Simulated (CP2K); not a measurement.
**Sn in CP2K: the effect of functional**

Sn:

```xyz
1
Lattice="3.3156 0.0000 0.0000 -1.6519 2.8748 0.0000 -0.8319 -1.4374 2.8697" Properties=species:S:1:pos:R:3 pbc="T T T"
Sn    0.0000    0.0000    0.0000
```

This isn't the form of Sn at room conditions, which is tetragonal (white tin).

Alike in all runs:

| Property | Result |
| --- | --- |
| Program | CP2K 2026.2 |
| Task | single point |
| Potentials or basis | POTENTIAL_UZH Sn GTH-PBE-q4; TZVP-MOLOPT-PBE-GTH basis |
| Density cutoff | 9184 eV |
| k mesh | 10 × 10 × 10 |
| Occupations | fermi-dirac, width 0.05 eV |
| Spin | no spin polarisation |

Problem. One run gave: pressure -9.5 GPa. Which functional did it use?
A. HLE16
B. BEEF-vdW
C. PBEsol
D. LDA
E. revPBE

Solution. A.

```csv
functional,pressure (GPa)
LDA,1.5
PBEsol,1.2
BEEF-vdW,2.2
HLE16,-9.5
revPBE,2.1
TPSS,2.4
```

Caveats: the potentials were made for another functional, which shifts forces and pressure; the basis of atomic orbitals isn't converged, which shifts pressures, moduli and gaps; the potentials were made for a functional far from this one (some runs).

Runs at the PBE level aren't shown here.
